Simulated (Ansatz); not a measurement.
Seebeck coefficient (μV/K, mean over directions) of p-type ZnTe (F-43m) against carrier density, r2SCAN with spin-orbit coupling, rigid bands (Ansatz, an electronic-structure program). Computed gap 1.52 eV; densities at which minority carriers matter at this gap, or further valleys turn the trend, are left out. Conductivity mass 0.48 mₑ (harmonic mean over directions), N_v = 1.6e19 cm⁻³ at 300 K.

| hole density | 300 K | 500 K |
|---|---|---|
| 1e16 cm⁻³ | 851 | 921 |
| 1e17 cm⁻³ | 653 | … |
| 1e18 cm⁻³ | 455 | 524 |
| 3e18 cm⁻³ | 361 | … |
| 1e19 cm⁻³ | 261 | 328 |
| 3e19 cm⁻³ | 176 | … |
| 1e20 cm⁻³ | 99 | 150 |
| 3e20 cm⁻³ | 54 | 89 |
| 1e21 cm⁻³ | 30 | 49 |

Problem. Fill in the missing entries.

Solution. 
- 1e17 cm⁻³, 500 K: 723
- 3e18 cm⁻³, 500 K: 430
- 3e19 cm⁻³, 500 K: 239

Rigid bands with a gap fixed in temperature, one relaxation time for all states, no polarons or phonon drag, and whether or not such doping can be reached.
